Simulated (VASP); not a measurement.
# NaI: Na into a neighbouring Na vacancy, part 2 of 5

How hard is this move in NaI: Na into a neighbouring Na vacancy? Both ends are relaxed first, then a band of images between them. The start is a cell from a database of measured crystal structures.

VASP 6.6.1; PBEsol; plane waves and PAW (I, Na).

So far. Step 2 (Relax the host): The run ended after 3 ionic steps, 0.007 eV below its first step, once forces and stress met EDIFFG = -0.02.

## (3) Relax the start

System of this step: Na26I27. The cell holds 53 atoms: 27 I and 26 Na. Cell: a = 13.543 Å, b = 13.543 Å, c = 13.543 Å, α = 60.0°, β = 60.0°, γ = 60.0°. It derives from NaI. Nearest the centre at fractional (0.000, 0.000, 0.167): Na28 at 2.24 Å, I7 at 2.26 Å, I19 at 2.28 Å, Na36 at 3.87 Å, Na34 at 3.89 Å, I25 at 3.91 Å, Na30 at 3.91 Å, I3 at 3.92 Å. The cell carries charge −1.

A path needs two true minima; the start is relaxed with symmetry off.

This cell carries charge -1, set by NELECT and balanced by a uniform background.

The input, INCAR:

```
SYSTEM = Na26I27
PREC = Normal
ENCUT = 280
EDIFF = 1E-05
NELM = 120
ISMEAR = 0
SIGMA = 0.05
LREAL = Auto
ALGO = Fast
GGA = PS
NELECT = 216
NBANDS = 150
LORBIT = 11
LWAVE = .FALSE.
LCHARG = .FALSE.
NCORE = 6
IBRION = 2
NSW = 60
ISIF = 2
EDIFFG = -0.05
POTIM = 0.4
MAXMIX = 40
ISYM = 0
```

The input, POSCAR:

```
Na26I27
1.0
    0.0000000000      9.5764607382      9.5764607382
    9.5764607382      0.0000000000      9.5764607382
    9.5764607382      9.5764607382      0.0000000000
I Na
27 26
Direct
    0.1675088056      0.1665146305      0.1675404397
    0.1694389724      0.1648265939      0.4991184886
    0.1682148835      0.1658798427      0.8329987551
    0.1669600974      0.5008483544      0.1664325946
    0.1667621350      0.4988976476      0.4995643017
    0.1657774229      0.5002784613      0.8343055349
    0.1672230919      0.8327939127      0.1655731073
    0.1693570041      0.8327454936      0.5000122557
    0.1673426755      0.8322923210      0.8287122068
    0.5008908879      0.1662296457      0.1662219624
    0.4962329877      0.1696450682      0.5014446078
    0.4992345761      0.1688168682      0.8354493669
    0.4989906458      0.5013590966      0.1642340913
    0.4978910864      0.5006820260      0.4995456450
    0.4989860785      0.5008086891      0.8323741842
    0.4994087707      0.8328671957      0.1673322163
    0.5006456114      0.8333577989      0.5012155500
    0.5010948121      0.8311912867      0.8337665435
    0.8322510119      0.1696588110      0.1655106091
    0.8317225243      0.1676219110      0.4990028541
    0.8325360669      0.1654126782      0.8347003120
    0.8342107012      0.4981478468      0.1662061219
    0.8321588144      0.4977311020      0.5027607407
    0.8340358183      0.4986761438      0.8351884674
    0.8352301770      0.8319658010      0.1663408498
    0.8304899895      0.8330819675      0.5021223766
    0.8337922778      0.8344936171      0.8319432971
   -0.0031531954      0.0006571520      0.3330805747
   -0.0008816069     -0.0004555121      0.6689679317
    0.0009554957      0.3333560786     -0.0000249357
   -0.0007461889      0.3338814776      0.3346151807
   -0.0009776716      0.3296101988      0.6698492089
   -0.0013091408      0.6649990314      0.0013780600
   -0.0001270301      0.6685948732      0.3321001928
    0.0021026442      0.6671095216      0.6659615185
    0.3304377235     -0.0002669754      0.0010667063
    0.3306671695      0.0012281274      0.3357670684
    0.3338726493      0.0012403441      0.6657275969
    0.3325660787      0.3326082208      0.0007959699
    0.3324587457      0.3355986005      0.3320487376
    0.3275745745      0.3339414852      0.6692411885
    0.3343045629      0.6636050514      0.0043499384
    0.3343764568      0.6638677347      0.3335202445
    0.3340537561      0.6670573059      0.6652192165
    0.6671957264     -0.0008977413      0.0000512859
    0.6662222908     -0.0015404903      0.3331097667
    0.6643450620      0.0000391448      0.6666411282
    0.6650334453      0.3348539828      0.0015221486
    0.6654543934      0.3340683210      0.3336666660
    0.6653070521      0.3322718098      0.6686160939
    0.6640771333      0.6670506275      0.0013564370
    0.6688984202      0.6678334553      0.3302859437
    0.6658289746      0.6630396105      0.6678386700
```

The input, KPOINTS:

```
Automatic mesh
0
Gamma
1 1 1
0 0 0
```

PAW data sets: I and Na (PBE family, release 64).

Launch:

```sh
mpirun -np 6 vasp_gam
```

Log:

```text
[banner, memory and clock lines left out]
running    6 mpi-ranks, on    1 nodes
 distrk:  each k-point on    6 cores,    1 groups
 distr:  one band on    6 cores,    1 groups

 POSCAR found type information on POSCAR I Na
 POSCAR found :  2 types and      53 ions
 [... a notice as in an earlier step ...]

 [... a notice as in an earlier step ...]

 LDA part: xc-table for (Slater+PW92), standard interpolation
 POSCAR, INCAR and KPOINTS ok, starting setup
 FFT: planning ... GRIDC
 FFT: planning ... GRID_SOFT
 FFT: planning ... GRID
 WAVECAR not read
 entering main loop
       N       E                     dE             d eps       ncg     rms          rms(c)
DAV:   1     0.143372955390E+04    0.14337E+04   -0.55864E+04   300   0.717E+02
DAV:   2     0.910291146778E+02   -0.13427E+04   -0.12675E+04   458   0.163E+02
DAV:   3    -0.134257817609E+03   -0.22529E+03   -0.22364E+03   360   0.746E+01
DAV:   4    -0.147666474580E+03   -0.13409E+02   -0.13393E+02   344   0.210E+01
DAV:   5    -0.148362049722E+03   -0.69558E+00   -0.69541E+00   400   0.523E+00BRMIX: very serious problems
 the old and the new charge density differ
 old charge density:   215.00000 new  216.00000
    0.769E+00
RMM:   6    -0.146374706717E+03    0.19873E+01   -0.24560E+00   300   0.226E+00    0.464E+00
RMM:   7    -0.146027582468E+03    0.34712E+00   -0.41873E+00   300   0.280E+00    0.233E+00
RMM:   8    -0.146039826347E+03   -0.12244E-01   -0.22014E-01   300   0.996E-01    0.242E+00
RMM:   9    -0.146043008391E+03   -0.31820E-02   -0.96633E-02   319   0.524E-01    0.137E+00
RMM:  10    -0.146028160452E+03    0.14848E-01   -0.43354E-01   330   0.903E-01    0.421E+00
RMM:  11    -0.146022547231E+03    0.56132E-02   -0.21573E-02   300   0.334E-01    0.314E+00
RMM:  12    -0.146030424140E+03   -0.78769E-02   -0.93213E-03   319   0.167E-01    0.377E+00
RMM:  13    -0.146030196402E+03    0.22774E-03   -0.14915E-03   336   0.842E-02    0.380E+00
RMM:  14    -0.146030001511E+03    0.19489E-03   -0.38127E-04   314   0.364E-02    0.383E+00
RMM:  15    -0.146030107107E+03   -0.10560E-03   -0.52320E-05   248   0.143E-02    0.384E+00
RMM:  16    -0.146025575587E+03    0.45315E-02   -0.12094E-03   317   0.478E-02    0.350E+00
RMM:  17    -0.146012568770E+03    0.13007E-01   -0.50290E-02   514   0.302E-01    0.108E+00
RMM:  18    -0.146012734981E+03   -0.16621E-03   -0.16701E-04   320   0.289E-02    0.985E-01
RMM:  19    -0.146012378971E+03    0.35601E-03   -0.17067E-03   408   0.613E-02    0.363E-01
RMM:  20    -0.146012571958E+03   -0.19299E-03   -0.22595E-03   408   0.674E-02    0.307E-01
RMM:  21    -0.146012523366E+03    0.48592E-04   -0.37317E-05   224   0.139E-02    0.286E-01
RMM:  22    -0.146012429541E+03    0.93824E-04   -0.14457E-04   300   0.180E-02    0.183E-01
RMM:  23    -0.146012400692E+03    0.28850E-04   -0.88298E-05   293   0.135E-02    0.956E-02
RMM:  24    -0.146012401417E+03   -0.72514E-06   -0.19419E-05   201   0.713E-03
   1 F= -.14601240E+03 E0= -.14601240E+03  d E =-.146012E+03
 curvature:   0.00 expect dE= 0.000E+00 dE for cont linesearch  0.000E+00
 trial: gam= 0.00000 g(F)=  0.252E-01 g(S)=  0.000E+00 ort = 0.000E+00 (trialstep = 0.100E+01)
 search vector abs. value=  0.252E-01
 bond charge predicted
       N       E                     dE             d eps       ncg     rms          rms(c)
DAV:   1    -0.146034826956E+03   -0.22426E-01   -0.32041E-01   328   0.904E-01    0.247E-01
RMM:   2    -0.146036401258E+03   -0.15743E-02   -0.18485E-02   300   0.257E-01    0.221E-01
RMM:   3    -0.146036288202E+03    0.11306E-03   -0.34327E-03   300   0.128E-01    0.192E-01
RMM:   4    -0.146036489867E+03   -0.20167E-03   -0.14228E-03   300   0.749E-02    0.268E-01
RMM:   5    -0.146036329811E+03    0.16006E-03   -0.50985E-04   300   0.427E-02    0.906E-02
RMM:   6    -0.146036391947E+03   -0.62136E-04   -0.35493E-04   300   0.303E-02    0.169E-01
RMM:   7    -0.146036372292E+03    0.19655E-04   -0.34760E-05   219   0.141E-02    0.152E-01
RMM:   8    -0.146036372879E+03   -0.58705E-06   -0.10833E-05   195   0.672E-03
   2 F= -.14603637E+03 E0= -.14603637E+03  d E =-.239715E-01
[...]
3 F= -.14609290E+03 E0= -.14609290E+03  d E =-.805014E-01
[...]
4 F= -.14613347E+03 E0= -.14613347E+03  d E =-.121071E+00
[...]
5 F= -.14613367E+03 E0= -.14613367E+03  d E =-.121266E+00
[...]
6 F= -.14614095E+03 E0= -.14614095E+03  d E =-.728515E-02
 ZBRENT: can't locate minimum, use default step
 trial-energy change:   -0.007285  1 .order   -0.007253   -0.008118   -0.006388
 step:  10.8561(harm= 12.7373)  dis= 0.02940  next Energy=  -146.152717 (dE=-0.190E-01)
 bond charge predicted
       N       E                     dE             d eps       ncg     rms          rms(c)
DAV:   1    -0.146137391418E+03    0.35599E-02   -0.32364E+00   308   0.304E+00    0.637E-01
RMM:   2    -0.146150065322E+03   -0.12674E-01   -0.14851E-01   300   0.819E-01    0.270E-01
RMM:   3    -0.146152103043E+03   -0.20377E-02   -0.21846E-02   300   0.383E-01    0.175E-01
RMM:   4    -0.146153023875E+03   -0.92083E-03   -0.80615E-03   340   0.213E-01    0.219E-01
RMM:   5    -0.146152729429E+03    0.29445E-03   -0.13851E-03   306   0.907E-02    0.829E-02
RMM:   6    -0.146152701257E+03    0.28172E-04   -0.55409E-04   304   0.521E-02    0.461E-02
RMM:   7    -0.146152717402E+03   -0.16145E-04   -0.11584E-04   286   0.242E-02    0.400E-02
RMM:   8    -0.146152719889E+03   -0.24872E-05   -0.12621E-05   205   0.800E-03
   7 F= -.14615272E+03 E0= -.14615272E+03  d E =-.190521E-01
 curvature:  -6.82 expect dE=-0.248E-02 dE for cont linesearch -0.579E-03
 trial: gam=-0.04792 g(F)=  0.363E-03 g(S)=  0.000E+00 ort = 0.531E-03 (trialstep = 0.434E+01)
 search vector abs. value=  0.320E-03
 reached required accuracy - stopping structural energy minimisation
```

Wall time 2.2 min (6 MPI ranks of Intel Xeon Platinum 8259CL at 2.50GHz (Skylake/Cascade Lake), shared host); peak memory 1.1 GiB; 12 min of CPU time.

Parts of OUTCAR (step 3):

```text
NELECT = 216

 ion  position               nearest neighbor table
   1  0.168  0.167  0.168-  39 3.17  37 3.17  36 3.19  30 3.20  31 3.20  28 3.22
   2  0.169  0.165  0.499-  37 3.13  38 3.17  40 3.20  31 3.21  32 3.21  29 3.21
   3  0.168  0.166  0.833-  41 3.14  36 3.16  38 3.18  32 3.18  30 3.20
   4  0.167  0.501  0.166-  42 3.16  40 3.17  33 3.19  34 3.19  39 3.20  31 3.21
   5  0.167  0.499  0.500-  41 3.17  40 3.17  43 3.19  34 3.20  35 3.20  32 3.23
   6  0.166  0.500  0.834-  41 3.17  30 3.18  33 3.18  35 3.18  39 3.19  44 3.21
   7  0.167  0.833  0.166-  36 3.16  42 3.16  34 3.18  43 3.21  28 3.21
   8  0.169  0.833  0.500-  37 3.16  44 3.16  35 3.19  43 3.21  29 3.22  28 3.25
   9  0.167  0.832  0.829-  29 3.14  44 3.15  38 3.21  33 3.22  42 3.28
  10  0.501  0.166  0.166-  46 3.18  48 3.19  45 3.19  39 3.20  40 3.21  37 3.21
  11  0.496  0.170  0.501-  38 3.17  41 3.18  40 3.19  47 3.19  49 3.20  46 3.25
  12  0.499  0.169  0.835-  39 3.15  50 3.16  45 3.19  47 3.23  36 3.24  41 3.24
  13  0.499  0.501  0.164-  42 3.11  48 3.15  51 3.17  43 3.18  40 3.18  49 3.22
  14  0.498  0.501  0.500-  43 3.16  44 3.18  49 3.18  50 3.22  41 3.23  52 3.24
  15  0.499  0.501  0.832-  53 3.15  44 3.18  50 3.18  39 3.20  42 3.21  48 3.21
  16  0.499  0.833  0.167-  51 3.18  52 3.18  45 3.20  43 3.20  36 3.21  37 3.23
  17  0.501  0.833  0.501-  46 3.17  53 3.18  38 3.18  44 3.19  37 3.21  52 3.22
  18  0.501  0.831  0.834-  51 3.17  47 3.18  53 3.20  42 3.20  38 3.21  36 3.22
  19  0.832  0.170  0.166-  48 3.17  28 3.18  30 3.18  49 3.18  46 3.23
  20  0.832  0.168  0.499-  49 3.18  28 3.19  31 3.20  50 3.20  47 3.21  29 3.23
  21  0.833  0.165  0.835-  32 3.17  29 3.18  45 3.18  50 3.19  48 3.22
  22  0.834  0.498  0.166-  30 3.17  33 3.17  49 3.19  31 3.19  52 3.20  51 3.21
  23  0.832  0.498  0.503-  53 3.16  31 3.18  50 3.18  32 3.20  52 3.22  34 3.24
  24  0.834  0.499  0.835-  30 3.18  48 3.19  32 3.20  51 3.20  53 3.21  35 3.22
  25  0.835  0.832  0.166-  34 3.16  52 3.16  33 3.18  46 3.19  45 3.20
  26  0.830  0.833  0.502-  47 3.17  46 3.19  28 3.20  34 3.20  53 3.21  35 3.21
  27  0.834  0.834  0.832-  29 3.16  45 3.19  35 3.19  33 3.20  47 3.21  51 3.23
  28  0.997  0.001  0.333-  19 3.18  20 3.19  26 3.20   7 3.21   1 3.22   8 3.25
  29  0.999  1.000  0.669-   9 3.14  27 3.16  21 3.18   2 3.21   8 3.22  20 3.23
  30  0.001  0.333  1.000-  22 3.17  24 3.18   6 3.18  19 3.18   1 3.20   3 3.20
  31  0.999  0.334  0.335-  23 3.18  22 3.19  20 3.20   1 3.20   4 3.21   2 3.21
  32  0.999  0.330  0.670-  21 3.17   3 3.18  23 3.20  24 3.20   2 3.21   5 3.23
  33  0.999  0.665  0.001-  22 3.17   6 3.18  25 3.18   4 3.19  27 3.20   9 3.22
  34  1.000  0.669  0.332-  25 3.16   7 3.18   4 3.19   5 3.20  26 3.20  23 3.24
  35  0.002  0.667  0.666-   6 3.18   8 3.19  27 3.19   5 3.20  26 3.21  24 3.22
  36  0.330  1.000  0.001-   7 3.16   3 3.16   1 3.19  16 3.21  18 3.22  12 3.24
  37  0.331  0.001  0.336-   2 3.13   8 3.16   1 3.17  10 3.21  17 3.21  16 3.23
  38  0.334  0.001  0.666-  11 3.17   2 3.17   3 3.18  17 3.18  18 3.21   9 3.21
  39  0.333  0.333  0.001-  12 3.15   1 3.17   6 3.19  10 3.20   4 3.20  15 3.20
[...]
52  0.669  0.668  0.330-  25 3.16  16 3.18  22 3.20  23 3.22  17 3.22  14 3.24
  53  0.666  0.663  0.668-  15 3.15  23 3.16  17 3.18  18 3.20  26 3.21  24 3.21

 Found      1 irreducible k-points:

   k-points           NKPTS =      1   k-points in BZ     NKDIM =      1   number of bands    NBANDS=    150

   dimension x,y,z NGX =    56 NGY =   56 NGZ =   56
   dimension x,y,z NGXF=   112 NGYF=  112 NGZF=  112

   ENCUT  =  280.0 eV  20.58 Ry    4.54 a.u.  18.48 18.48 18.48*2*pi/ulx,y,z

 E-fermi :   1.4005

 k-point     1 :       0.0000    0.0000    0.0000
  band No.  band energies     occupation
    ...
    104       1.1112      2.00000
    105       1.1127      2.00000
    106       1.1643      2.00000
    107       1.1648      2.00000
    108       1.1655      2.00000
    109       4.7130      0.00000
    110       6.0565      0.00000
    111       6.0583      0.00000
    112       6.0599      0.00000
    113       6.0615      0.00000
    ...

  Total       10.6157793     10.5298873     10.4775131     -0.0068773      0.0150919     -0.0184293
  in kB        9.6831659      9.6048196      9.5570466     -0.0062731      0.0137661     -0.0168102
  external PRESSURE =       9.6150107 kB  Pullay stress =       0.0000000 kB

  energy-cutoff  :      280.00
  volume of cell :     1756.49
      direct lattice vectors                 reciprocal lattice vectors
     0.000000000  9.576460738  9.576460738    -0.052211356  0.052211356  0.052211356
     9.576460738  0.000000000  9.576460738     0.052211356 -0.052211356  0.052211356
     9.576460738  9.576460738  0.000000000     0.052211356  0.052211356 -0.052211356

 POSITION                                       TOTAL-FORCE (eV/Angst)
 -----------------------------------------------------------------------------------
      3.21231      3.20735      3.19592        -0.005491     -0.001391     -0.000885
      6.37837      6.37454      3.20106        -0.007810      0.009097     -0.007845
      9.57483      9.58247      3.24806         0.004633     -0.008927      0.015789
      6.37453      3.20059      6.36739         0.004364      0.003048      0.001299
      9.57913      6.35936      6.35265        -0.001926      0.015522      0.005952
     12.78878      9.57906      6.36740        -0.004141     -0.006065      0.000154
      9.58015      3.26892      9.56877         0.001945      0.010768     -0.002351
     12.77426      6.35653      9.57559         0.011676      0.006551      0.002513
     15.86586      9.57985      9.57453        -0.009649     -0.024129      0.002103
      3.20496      6.37370      6.36854        -0.001610      0.002881      0.001809
      6.38442      9.56624      6.37015        -0.004656      0.003841     -0.018937
      9.58240     12.78078      6.35566        -0.001862     -0.005610      0.000040
      6.37107      6.36568      9.57388         0.002662     -0.008656      0.001921
      9.57832      9.57622      9.57348        -0.005009     -0.002746      0.002354
     12.78716     12.77881      9.56126        -0.003176      0.006254      0.013097
      9.57985      6.36637     12.77647        -0.000561      0.001741      0.003046
     12.77442      9.58195     12.79107         0.002655     -0.003576     -0.002176
     15.94735     12.77918     12.77081         0.000955      0.002804      0.003017
      3.28104      9.56733      9.57154         0.000101      0.005503      0.001321
      6.37094     12.77878      9.56660         0.000076      0.010157      0.003875
      9.58595     15.88838      9.55935        -0.004951     -0.017711     -0.000808
      6.36788      9.57530     12.77558        -0.003446      0.001315      0.005253
      9.57437     12.78970     12.77099         0.002786      0.004256     -0.001269
     12.78145     15.95331     12.78364        -0.001940      0.001258     -0.008098
      9.56554      9.58016     15.89302         0.002886     -0.005907     -0.022662
     12.78605     12.77781     15.93662        -0.001739     -0.007708      0.006991
     15.94784     15.93967     15.94219         0.003009      0.010210      0.015815
      3.14454     12.70571      9.56318        -0.008695     -0.004581      0.005256
      6.43654     16.00620      9.57402         0.005501      0.014260     -0.003395
      3.14076      0.00861      3.14251        -0.005112     -0.005938     -0.013471
      6.39618     12.76952     12.75814        -0.000824     -0.010108     -0.004838
      9.57589     16.02247     12.69525         0.005728      0.003179      0.001000
     16.00657     19.14706     16.00339         0.007301      0.002078      0.012867
      9.58503     12.71801     16.00699        -0.005472     -0.007340      0.001769
     12.76291      6.38845      6.39769        -0.001230      0.000385     -0.006231
      9.57906      3.14328     12.70924         0.001703     -0.005659     -0.008503
     12.76941      6.39512     12.76212        -0.006386     -0.000018     -0.004691
     16.00618      9.58150     12.71891         0.007898     -0.003401     -0.010047
[...]
-----------------------------------------------------------------------------------
    total drift:                               -0.016313     -0.008956     -0.025486

  FREE ENERGIE OF THE ION-ELECTRON SYSTEM (eV)
  ---------------------------------------------------
  free  energy   TOTEN  =      -146.1527198891 eV

  energy  without entropy=     -146.1527198891  energy(sigma->0) =     -146.15271989

 total charge
# of ion       s       p       d       tot
------------------------------------------
    1        1.491   2.861   0.003   4.354
    2        1.491   2.861   0.003   4.355
    3        1.491   2.861   0.002   4.354
    4        1.491   2.861   0.003   4.354
    5        1.491   2.859   0.003   4.352
    6        1.491   2.859   0.003   4.353
    7        1.491   2.861   0.002   4.354
    8        1.491   2.859   0.003   4.352
    9        1.491   2.861   0.002   4.354
   10        1.491   2.861   0.003   4.354
   11        1.491   2.859   0.003   4.352
   12        1.491   2.859   0.003   4.352
   13        1.491   2.859   0.003   4.352
   14        1.491   2.856   0.002   4.349
   15        1.491   2.859   0.003   4.353
   16        1.491   2.859   0.003   4.352
   17        1.491   2.859   0.003   4.352
   18        1.491   2.861   0.003   4.354
   19        1.491   2.861   0.002   4.354
   20        1.491   2.859   0.003   4.352
   21        1.491   2.861   0.002   4.354
   22        1.491   2.859   0.003   4.352
   23        1.491   2.859   0.003   4.352
   24        1.491   2.861   0.003   4.354
   25        1.491   2.861   0.002   4.354
   26        1.491   2.861   0.003   4.354
   27        1.491   2.861   0.003   4.354
   28        0.043   0.032   0.000   0.075
   29        0.043   0.032   0.000   0.075
   30        0.043   0.032   0.000   0.075
   31        0.044   0.032   0.000   0.076
   32        0.043   0.032   0.000   0.075
   33        0.043   0.032   0.000   0.075
   34        0.043   0.032   0.000   0.075
   35        0.044   0.032   0.000   0.076
   36        0.043   0.032   0.000   0.075
   37        0.044   0.032   0.000   0.076
[...]
--------------------------------------------------
tot         41.384  78.060   0.068 119.512

[... 1 part as in an earlier step ...]

[... 2 further parts left out ...]
```

The steps of the relaxation:

```tsv
step	energy less that of the first step (eV)	largest force (eV/Å)
1	0.0000	0.2326
2	-0.0240	0.2123
3	-0.0805	0.1516
4	-0.1211	0.0883
5	-0.1213	0.0809
6	-0.1286	0.0657
7	-0.1403	0.0261
```

The atoms that moved most (Å):

```tsv
atom	dx	dy	dz	length
Na42	0.039	-0.107	0.015	0.115
Na48	-0.074	0.044	0.002	0.087
Na33	0.049	-0.007	0.071	0.086
I7	0.019	0.082	-0.008	0.085
Na38	0.043	0.009	-0.067	0.080
I21	0.008	-0.078	0.003	0.078
Na30	-0.051	0.000	-0.059	0.078
I19	0.071	0.012	-0.023	0.076
```

A gap read on the k-mesh alone can miss the band edges.

This step gave:

- electronic cycles: 82
- electrons: 216
- free energy (TOTEN): -146.1527 eV
- Fermi energy: 1.401 eV
- gap on the k-mesh: 3.548 eV
- least direct gap on the k-mesh: 3.548 eV

The run ended after 7 ionic steps, 0.140 eV below its first step, once the forces on the free atoms met EDIFFG = -0.05.

[end of part 2 of 5]

[Lines on the potential files, build, host, timing and source positions are cut from VASP's logs without a mark.]

[Logs are printed without paths, hosts, clocks, repeated set-up lines and the standing remarks that a program may print on its own settings, such as how far it seeks lower states.]

[Hosts, paths, dates, database ids (printed as entryN), source tags and the programs' standing remarks are cut or masked in the printed files.]

[Runs that stopped without an error message from VASP are left out.]
